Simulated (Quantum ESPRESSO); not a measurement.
# Bi (R-3m) in Quantum ESPRESSO: notebook

Runs on Bi. Level: PBE. Tasks: band structure.

Program: Quantum ESPRESSO 7.5. These are calculated values, not measurements. Logs are shortened: lines on timing, memory, paths and dates and some standing lists are left out, and cuts for length are marked.

### 1 The structure

It takes space group R-3m (No. 166, trigonal). The conventional cell has a = 4.535 Å, b = 4.535 Å, c = 11.814 Å, α = 90.00°, β = 90.00°, γ = 120.00°. Around Bi (site symmetry 3m) lie 6 Bi at 3.06 to 3.52 Å.

### 2 Band structure, PBE

The input, pw.in:

```
&CONTROL
  calculation = 'scf'
  prefix = 'pwscf'
  outdir = './tmp'
  pseudo_dir = './pseudo'
  tprnfor = .true.
  tstress = .true.
  disk_io = 'low'
/
&SYSTEM
  ibrav = 0
  celldm(1) = 8
  nat = 2
  ntyp = 1
  ecutwfc = 66
  nbnd = 22
  occupations = 'smearing'
  smearing = 'fd'
  degauss = 0.00367493
/
&ELECTRONS
  conv_thr = 4d-10
  electron_maxstep = 120
  mixing_beta = 0.5
/
ATOMIC_SPECIES
Bi   208.9804 Bi.upf
CELL_PARAMETERS alat
  0.5356192484486   0.3092399172779   0.9302176848470
 -0.5356192484486   0.3092399172779   0.9302176848470
  0.0000000000000  -0.6184798345558   0.9302176848470
ATOMIC_POSITIONS crystal
Bi     0.7660000000    0.7660000000    0.7660000000
Bi     0.2340000000    0.2340000000    0.2340000000
K_POINTS automatic
7 7 7 0 0 0
```

The input, bands.in:

```
&CONTROL
  calculation = 'bands'
  prefix = 'pwscf'
  outdir = './tmp'
  pseudo_dir = './pseudo'
  disk_io = 'low'
  verbosity = 'high'
/
&SYSTEM
  ibrav = 0
  celldm(1) = 8
  nat = 2
  ntyp = 1
  ecutwfc = 66
  nbnd = 22
  occupations = 'smearing'
  smearing = 'fd'
  degauss = 0.00367493
/
&ELECTRONS
  conv_thr = 1d-08
  electron_maxstep = 120
  mixing_beta = 0.5
  diago_full_acc = .true.
  startingwfc = 'random'
/
ATOMIC_SPECIES
Bi   208.9804 Bi.upf
CELL_PARAMETERS alat
  0.5356192484486   0.3092399172779   0.9302176848470
 -0.5356192484486   0.3092399172779   0.9302176848470
  0.0000000000000  -0.6184798345558   0.9302176848470
ATOMIC_POSITIONS crystal
Bi     0.7660000000    0.7660000000    0.7660000000
Bi     0.2340000000    0.2340000000    0.2340000000
K_POINTS crystal
60
 0.0000000000  0.0000000000  0.0000000000 1
 0.0625000000  0.0000000000  0.0000000000 1
 0.1250000000  0.0000000000  0.0000000000 1
 0.1875000000  0.0000000000  0.0000000000 1
 0.2500000000  0.0000000000  0.0000000000 1
 0.3125000000  0.0000000000  0.0000000000 1
 0.3750000000  0.0000000000  0.0000000000 1
 0.4375000000  0.0000000000  0.0000000000 1
 0.5000000000  0.0000000000  0.0000000000 1
 0.5000000000  0.0400572416 -0.0400572416 1
 0.5000000000  0.0801144832 -0.0801144832 1
 0.5000000000  0.1201717248 -0.1201717248 1
 0.5000000000  0.1602289664 -0.1602289664 1
 0.5000000000  0.2002862080 -0.2002862080 1
 0.5000000000  0.2403434496 -0.2403434496 1
 0.7596565504  0.5000000000  0.2403434496 1
 0.7163804587  0.5000000000  0.2836195413 1
 0.6731043670  0.5000000000  0.3268956330 1
 0.6298282752  0.5000000000  0.3701717248 1
 0.5865521835  0.5000000000  0.4134478165 1
 0.5432760917  0.5000000000  0.4567239083 1
 0.5000000000  0.5000000000  0.5000000000 1
 0.4285714286  0.4285714286  0.4285714286 1
 0.3571428571  0.3571428571  0.3571428571 1
 0.2857142857  0.2857142857  0.2857142857 1
 0.2142857143  0.2142857143  0.2142857143 1
 0.1428571429  0.1428571429  0.1428571429 1
 0.0714285714  0.0714285714  0.0714285714 1
 0.0000000000  0.0000000000  0.0000000000 1
 0.0370171725  0.0000000000 -0.0370171725 1
 0.0740343450  0.0000000000 -0.0740343450 1
 0.1110515174  0.0000000000 -0.1110515174 1
 0.1480686899  0.0000000000 -0.1480686899 1
 0.1850858624  0.0000000000 -0.1850858624 1
 0.2221030349  0.0000000000 -0.2221030349 1
 0.2591202073  0.0000000000 -0.2591202073 1
 0.2961373798  0.0000000000 -0.2961373798 1
 0.3331545523  0.0000000000 -0.3331545523 1
 0.3701717248  0.0000000000 -0.3701717248 1
 0.6298282752  0.3701717248  0.0000000000 1
 0.5865521835  0.4134478165  0.0000000000 1
 0.5432760917  0.4567239083  0.0000000000 1
 0.5000000000  0.5000000000  0.0000000000 1
 0.5432760917  0.5432760917  0.0801144832 1
 0.5865521835  0.5865521835  0.1602289664 1
 0.6298282752  0.6298282752  0.2403434496 1
 0.6112813788  0.6112813788  0.2774372425 1
 0.5927344823  0.5927344823  0.3145310354 1
 0.5741875858  0.5741875858  0.3516248283 1
 0.5556406894  0.5556406894  0.3887186212 1
 0.5370937929  0.5370937929  0.4258124142 1
 0.5185468965  0.5185468965  0.4629062071 1
 0.5000000000  0.5000000000  0.5000000000 1
 0.5000000000  0.0000000000  0.0000000000 1
 0.5432760917  0.0616952875  0.0616952875 1
 0.5865521835  0.1233905749  0.1233905749 1
 0.6298282752  0.1850858624  0.1850858624 1
 0.6731043670  0.2467811499  0.2467811499 1
 0.7163804587  0.3084764373  0.3084764373 1
 0.7596565504  0.3701717248  0.3701717248 1
```

Potentials or basis: PseudoDojo 0.4.1 SR PBE standard.

Run with:

```bash
$ OMP_NUM_THREADS=1 pw.x -in pw.in > pw.out
$ OMP_NUM_THREADS=1 pw.x -in bands.in > bands.out
```

pw.out:

```text
This program is part of the open-source Quantum ESPRESSO suite
     for quantum simulation of materials; please cite
[... 9 lines left out ...]
     --------------------
     sticks:   dense  smooth     PW     G-vecs:    dense   smooth      PW
     Sum        1411    1411    423                34233    34233    5553

     Using Slab Decomposition

     bravais-lattice index     =            0
     lattice parameter (alat)  =       8.0000  a.u.
     unit-cell volume          =     473.3229 (a.u.)^3
     number of atoms/cell      =            2
     number of atomic types    =            1
     number of electrons       =        30.00
     number of Kohn-Sham states=           22
     kinetic-energy cutoff     =      66.0000  Ry
     charge density cutoff     =     264.0000  Ry
     scf convergence threshold =      4.0E-10
     mixing beta               =       0.5000
     number of iterations used =            8  plain     mixing
     Exchange-correlation= PBE
                           (   1   4   3   4   0   0   0)

     celldm(1)=   8.000000  celldm(2)=   0.000000  celldm(3)=   0.000000
     celldm(4)=   0.000000  celldm(5)=   0.000000  celldm(6)=   0.000000

     crystal axes: (cart. coord. in units of alat)
               a(1) = (   0.535619   0.309240   0.930218 )
               a(2) = (  -0.535619   0.309240   0.930218 )
               a(3) = (   0.000000  -0.618480   0.930218 )

     reciprocal axes: (cart. coord. in units 2 pi/alat)
               b(1) = (  0.933499  0.538956  0.358339 )
               b(2) = ( -0.933499  0.538956  0.358339 )
               b(3) = (  0.000000 -1.077912  0.358339 )

     PseudoPot. # 1 for Bi read from file:
     Bi.upf
     Pseudo is Norm-conserving + core correction, Zval = 15.0
     Generated using ONCVPSP code by D. R. Hamann
     Using radial grid of 1490 points,  6 beta functions with:
                l(1) =   0
                l(2) =   0
                l(3) =   1
                l(4) =   1
                l(5) =   2
                l(6) =   2

     atomic species   valence    mass     pseudopotential
     Bi               15.00   208.98040     Bi( 1.00)

     12 Sym. Ops., with inversion, found

   Cartesian axes

     site n.     atom                  positions (alat units)
         1        Bi     tau(   1) = (   0.0000000   0.0000000   2.1376402  )
         2        Bi     tau(   2) = (   0.0000000   0.0000000   0.6530128  )

     number of k points=    44  Fermi-Dirac smearing, width (Ry)=  0.0037
                       cart. coord. in units 2pi/alat
        k(    1) = (   0.0000000   0.0000000   0.0000000), wk =   0.0058309
        k(    2) = (   0.0000000  -0.1539874   0.0511913), wk =   0.0349854
        k(    3) = (   0.0000000  -0.3079748   0.1023826), wk =   0.0349854
        k(    4) = (   0.0000000  -0.4619622   0.1535739), wk =   0.0349854
        k(    5) = (  -0.1333570  -0.0769937   0.1023826), wk =   0.0349854
        k(    6) = (  -0.1333570  -0.2309811   0.1535739), wk =   0.0699708
[... 36 lines left out ...]
        k(   43) = (   0.0000000   0.0000000   0.4607217), wk =   0.0116618
        k(   44) = (   0.0000000   0.9239243   0.1535739), wk =   0.0349854

     Dense  grid:    34233 G-vectors     FFT dimensions: (  48,  48,  48)

     Initial potential from superposition of free atoms

     starting charge      29.9983, renormalised to      30.0000
     Starting wfcs are   18 randomized atomic wfcs +    4 random wfcs

     Self-consistent Calculation

     iteration #  1     ecut=    66.00 Ry     beta= 0.50
     Davidson diagonalization with overlap
     ethr =  1.00E-02,  avg # of iterations =  5.8

     Threshold (ethr) on eigenvalues was too large:
     Diagonalizing with lowered threshold

     Davidson diagonalization with overlap
     ethr =  1.89E-05,  avg # of iterations =  8.7

     total energy              =    -328.20495504 Ry
     estimated scf accuracy    <       0.00570249 Ry

     iteration #  2     ecut=    66.00 Ry     beta= 0.50
     Davidson diagonalization with overlap
     ethr =  1.90E-05,  avg # of iterations =  1.0

     total energy              =    -328.20520956 Ry
     estimated scf accuracy    <       0.00113626 Ry

     iteration #  3     ecut=    66.00 Ry     beta= 0.50
     Davidson diagonalization with overlap
     ethr =  3.79E-06,  avg # of iterations =  1.8

     total energy              =    -328.20527719 Ry
     estimated scf accuracy    <       0.00004395 Ry

     iteration #  4     ecut=    66.00 Ry     beta= 0.50
     Davidson diagonalization with overlap
     ethr =  1.46E-07,  avg # of iterations =  2.4

     total energy              =    -328.20528337 Ry
     estimated scf accuracy    <       0.00000382 Ry

     iteration #  5     ecut=    66.00 Ry     beta= 0.50
     Davidson diagonalization with overlap
     ethr =  1.27E-08,  avg # of iterations =  2.0

     total energy              =    -328.20528380 Ry
     estimated scf accuracy    <       0.00000031 Ry

     iteration #  6     ecut=    66.00 Ry     beta= 0.50
     Davidson diagonalization with overlap
     ethr =  1.02E-09,  avg # of iterations =  2.0

     total energy              =    -328.20528386 Ry
     estimated scf accuracy    <       0.00000004 Ry

     iteration #  7     ecut=    66.00 Ry     beta= 0.50
     Davidson diagonalization with overlap
     ethr =  1.33E-10,  avg # of iterations =  2.0

     total energy              =    -328.20528387 Ry
     estimated scf accuracy    <          1.3E-09 Ry

     iteration #  8     ecut=    66.00 Ry     beta= 0.50
     Davidson diagonalization with overlap
     ethr =  4.17E-12,  avg # of iterations =  2.1

     End of self-consistent calculation

          k = 0.0000 0.0000 0.0000 (  4261 PWs)   bands (ev):

   -13.0430 -13.0430 -12.8907 -12.8907 -12.8744 -12.7042 -12.6921 -12.6921
   -12.5668 -12.5668  -3.2036   2.4668   8.4479   8.7063   8.7063  12.4430
    12.9172  12.9172  15.5939  15.7121  15.7121  16.0395

          k = 0.0000-0.1540 0.0512 (  4289 PWs)   bands (ev):

   -13.0284 -13.0240 -12.8843 -12.8793 -12.8644 -12.7139 -12.7017 -12.6981
   -12.5877 -12.5822  -3.0115   2.0276   8.5168   8.6910   8.7269  11.9855
    12.2613  12.4692  15.0102  15.5273  15.9484  17.4907

          k = 0.0000-0.3080 0.1024 (  4299 PWs)   bands (ev):

   -12.9907 -12.9710 -12.8700 -12.8485 -12.8345 -12.7460 -12.7290 -12.7109
   -12.6422 -12.6215  -2.4493   0.9675   8.5273   8.6879   8.9846  10.7910
    11.4103  11.6194  15.4403  16.3575  16.9768  19.8873

          k = 0.0000-0.4620 0.1536 (  4290 PWs)   bands (ev):

   -12.9520 -12.8982 -12.8574 -12.8140 -12.8089 -12.7756 -12.7663 -12.7303
   -12.7011 -12.6609  -1.5894  -0.2487   8.5810   8.7252   9.4124   9.9440
    10.5957  11.0252  16.8844  18.0733  18.6773  19.2286

          k =-0.1334-0.0770 0.1024 (  4287 PWs)   bands (ev):

   -13.0405 -13.0047 -12.8900 -12.8735 -12.8598 -12.7178 -12.7063 -12.6932
   -12.6103 -12.5678  -2.9619   1.9601   8.0415   8.2853   9.6126  10.8786
    12.7456  13.2569  14.7430  16.0853  16.5104  16.8039

          k =-0.1334-0.2310 0.1536 (  4295 PWs)   bands (ev):

   -13.0220 -12.9597 -12.8801 -12.8571 -12.8343 -12.7433 -12.7201 -12.7025
   -12.6581 -12.5868  -2.5425   1.2521   7.7371   7.9741   9.1505  11.0120
    12.6718  12.8115  14.4578  16.8977  17.3645  18.3752

          k =-0.1334-0.3850 0.2048 (  4302 PWs)   bands (ev):

   -12.9821 -12.9075 -12.8528 -12.8436 -12.7966 -12.7844 -12.7387 -12.7254
   -12.7042 -12.6287  -1.7970   0.1811   7.5230   7.8539   8.6048  11.3916
    11.8067  12.4248  15.3846  17.9495  19.0611  19.2057

          k =-0.1334 0.5390-0.1024 (  4292 PWs)   bands (ev):

   -12.9653 -12.8615 -12.8493 -12.8371 -12.7973 -12.7858 -12.7616 -12.7407
   -12.7180 -12.6474  -1.1787  -0.5557   7.1856   8.2496   8.7669  10.9008
    11.0754  12.7690  16.8587  17.4705  18.1290  19.8825
[... 187 lines left out ...]
          k =-0.1334 0.8469 0.1024 (  4278 PWs)   bands (ev):

   -12.9803 -12.9380 -12.8633 -12.8476 -12.8194 -12.7497 -12.7283 -12.7148
   -12.6875 -12.6344  -1.6669   0.1528   6.3625   7.1315   9.6059  10.6302
    13.5256  14.1856  15.5111  16.9626  18.9442  19.5210

          k =-0.1334 0.6929 0.1536 (  4278 PWs)   bands (ev):

   -12.9847 -12.9254 -12.8657 -12.8380 -12.7928 -12.7727 -12.7404 -12.7178
   -12.6964 -12.6281  -1.1711  -0.1194   5.6911   6.4107   9.2006  11.1093
    14.2205  15.3861  15.5634  16.4846  19.6572  20.2274

          k = 0.6668 0.3850-0.2048 (  4280 PWs)   bands (ev):

   -12.9846 -12.9340 -12.8742 -12.8298 -12.8175 -12.7522 -12.7399 -12.7088
   -12.6951 -12.6267  -1.4849   0.0784   5.8347   7.7361   7.9064  12.4951
    12.9387  14.8137  15.2189  17.7110  18.4701  20.2291

          k = 0.0000 0.0000 0.4607 (  4259 PWs)   bands (ev):

   -12.9580 -12.9580 -12.8570 -12.8570 -12.8372 -12.7385 -12.7190 -12.7190
   -12.6609 -12.6609  -2.0816   0.1621   8.9671   9.2459   9.2459  10.7257
    10.7257  10.7438  16.6148  18.3363  18.3363  19.5202

          k = 0.0000 0.9239 0.1536 (  4266 PWs)   bands (ev):

   -12.9555 -12.9548 -12.8571 -12.8501 -12.8333 -12.7409 -12.7235 -12.7196
   -12.6674 -12.6626  -1.8389   0.0419   7.2004   8.7034   9.0547  10.9678
    11.3764  12.9758  16.4268  17.4949  18.0944  20.0403

     the Fermi energy is     9.8301 ev

!    total energy              =    -328.20528387 Ry
     estimated scf accuracy    <          3.4E-10 Ry
     smearing contrib. (-TS)   =      -0.00009795 Ry
     internal energy E=F+TS    =    -328.20518592 Ry

     The total energy is F=E-TS. E is the sum of the following terms:
     one-electron contribution =    -106.94486935 Ry
     hartree contribution      =      70.70099562 Ry
     xc contribution           =     -86.64055044 Ry
     ewald contribution        =    -205.32076175 Ry

     convergence has been achieved in   8 iterations

     Forces acting on atoms (cartesian axes, Ry/au):

     atom    1 type  1   force =    -0.00000000   -0.00000000   -0.00848639
     atom    2 type  1   force =     0.00000000    0.00000000    0.00848639

     Total force =     0.012002     Total SCF correction =     0.000126

     Computing stress (Cartesian axis) and pressure

          total   stress  (Ry/bohr**3)                   (kbar)     P=       21.02
   0.00014910   0.00000000   0.00000000           21.93        0.00        0.00
   0.00000000   0.00014910  -0.00000000            0.00       21.93       -0.00
   0.00000000  -0.00000000   0.00013042            0.00       -0.00       19.19

=------------------------------------------------------------------------------=
   JOB DONE.
=------------------------------------------------------------------------------=
```

Run time: 2.1 min. Hardware: 1 thread of Arm Neoverse V2, shared host; peak memory 0.12 GiB.

Results:

* Free energy: -4465.4604 eV
* Pressure: 2.1 GPa
* Largest force: 0.218 eV/Å
* Band gap along the path: none (metal or under the smearing width)

Forces on the atoms (eV/Å):
```
Bi   0.000  0.000 -0.218
Bi   0.000  0.000  0.218
```

Stress tensor (GPa, compression positive):
```
2.19 0.00 0.00
0.00 2.19 0.00
0.00 0.00 1.92
```

Levels at the corners of the path, in eV from the Fermi level:
```csv
point,band 13,band 14,band 15,band 16,band 17,band 18
Γ,-1.38,-1.12,-1.12,2.61,3.09,3.09
L,-1.23,-1.10,-0.17,-0.16,0.62,1.11
B1,-4.02,-3.92,-0.32,0.88,5.12,5.13
B,-4.02,-3.92,-0.32,0.88,5.12,5.13
Z,-0.84,-0.52,-0.52,0.77,0.77,0.84
Γ,-1.38,-1.12,-1.12,2.61,3.09,3.09
X,-4.31,-2.41,-2.38,3.09,3.19,4.83
Q,-4.31,-2.41,-2.38,3.09,3.19,4.83
F,-4.62,-2.94,-2.83,2.45,5.07,5.56
P1,-4.37,-2.38,-2.30,2.87,3.61,4.74
Z,-0.84,-0.52,-0.52,0.77,0.77,0.84
L,-1.23,-1.10,-0.17,-0.16,0.62,1.11
P,-4.37,-2.38,-2.30,2.87,3.61,4.74
```

Caveat: spin-orbit coupling is left out, which moves the levels of the heavy elements.

### 3 Band structure, PBE, spin-orbit coupling, no magnetisation

Changes to pw.in since step 2:

```diff
@@ -15,3 +15,3 @@
   ecutwfc = 66
-  nbnd = 22
+  nbnd = 44
   occupations = 'smearing'
@@ -19,2 +19,4 @@
   degauss = 0.00367493
+  noncolin = .true.
+  lspinorb = .true.
 /
```

Changes to bands.in since step 2:

```diff
@@ -14,3 +14,3 @@
   ecutwfc = 66
-  nbnd = 22
+  nbnd = 44
   occupations = 'smearing'
@@ -18,2 +18,4 @@
   degauss = 0.00367493
+  noncolin = .true.
+  lspinorb = .true.
 /
```

Potentials or basis: PseudoDojo 0.4 FR PBE standard.

Run with:

```bash
$ OMP_NUM_THREADS=1 pw.x -in pw.in > pw.out
$ OMP_NUM_THREADS=1 pw.x -in bands.in > bands.out
```

Wall time 9.5 min (1 thread of Arm Neoverse V2, shared host); peak memory 0.41 GiB.

It converged, with:

* Free energy: -4457.1700 eV
* Pressure: 3.2 GPa
* Largest force: 0.185 eV/Å
* Band gap on the k mesh: none (metal or under the smearing width)

Forces in eV/Å, atoms in the order of the input:
```
Bi   0.000  0.000 -0.185
Bi   0.000  0.000  0.185
```

Stress tensor (GPa, compression positive):
```
3.34 0.00 0.00
0.00 3.34 0.00
0.00 0.00 2.98
```

Levels at the corners of the path, in eV from the Fermi level:
| point | band 26 | band 27 | band 28 | band 29 | band 30 | band 31 | band 32 | band 33 | band 34 | band 35 |
| --- | --- | --- | --- | --- | --- | --- | --- | --- | --- | --- |
| Γ | -2.91 | -0.69 | -0.69 | -0.48 | -0.48 | 0.99 | 0.99 | 3.38 | 3.38 | 3.74 |
| L | -1.93 | -1.88 | -1.88 | -0.11 | -0.11 | -0.01 | -0.01 | 0.80 | 0.80 | 1.21 |
| B1 | -4.36 | -4.14 | -4.14 | -0.52 | -0.52 | 0.69 | 0.69 | 4.75 | 4.75 | 5.33 |
| B | -4.36 | -4.14 | -4.14 | -0.52 | -0.52 | 0.69 | 0.69 | 4.75 | 4.75 | 5.33 |
| Z | -1.83 | -1.39 | -1.39 | 0.08 | 0.08 | 0.33 | 0.33 | 1.05 | 1.05 | 1.26 |
| Γ | -2.91 | -0.69 | -0.69 | -0.48 | -0.48 | 0.99 | 0.99 | 3.38 | 3.38 | 3.74 |
| X | -4.57 | -3.21 | -3.21 | -1.99 | -1.99 | 2.20 | 2.20 | 3.73 | 3.73 | 4.68 |
| Q | -4.57 | -3.21 | -3.21 | -1.99 | -1.99 | 2.20 | 2.20 | 3.73 | 3.73 | 4.68 |
| F | -4.85 | -3.79 | -3.79 | -2.40 | -2.40 | 2.29 | 2.29 | 4.07 | 4.07 | 6.19 |
| P1 | -4.62 | -3.20 | -3.20 | -1.90 | -1.90 | 2.25 | 2.25 | 3.71 | 3.71 | 4.79 |
| Z | -1.83 | -1.39 | -1.39 | 0.08 | 0.08 | 0.33 | 0.33 | 1.05 | 1.05 | 1.26 |
| L | -1.93 | -1.88 | -1.88 | -0.11 | -0.11 | -0.01 | -0.01 | 0.80 | 0.80 | 1.21 |
| P | -4.62 | -3.20 | -3.20 | -1.90 | -1.90 | 2.25 | 2.25 | 3.71 | 3.71 | 4.79 |
